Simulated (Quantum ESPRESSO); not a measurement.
## Au: phonons at X under several settings

```
CELL_PARAMETERS angstrom
2.74841 0.00000 0.00000
0.00000 2.74841 0.00000
0.00000 0.00000 2.74841
ATOMIC_POSITIONS crystal
Au 0.50000 0.50000 0.50000
```

The cell was built by a generator and needn't be a form met in nature.

All runs used Quantum ESPRESSO 7.5; k mesh 8 × 8 × 8; relaxed cell; no spin polarisation; cutoff 612 eV; occupations cold, width 0.2 eV.

```tsv
level	potentials	volume (Å³/atom)	frequencies (cm⁻¹)
LDA	GBRV 1.5 LDA	?	?
PBE	GBRV 1.5 PBE	20.80	30i 30i 148
PBEsol	GBRV 1.5 PBEsol	19.61	41i 41i 163
AM05	GBRV 1.5 PBE	19.68	40i 40i 160
RPBE	GBRV 1.5 PBE	21.49	29i 29i 139
vdW-DF-cx	GBRV 1.5 PBE	19.79	31i 31i 165
```

Task: What stands in the row left open?

Result: Volume 19.00 Å³/atom; frequencies 41i 41i 172 cm⁻¹.

Values marked i are imaginary: the cell is unstable against those modes at that level, or the meshes are too thin.

Caveats: the mesh is thin for the phonons of a metal; some modes are imaginary; the potentials were made for another functional, which shifts forces and pressure (some runs).

For the row left open. Caveat: the mesh is thin for the phonons of a metal; some modes are imaginary.
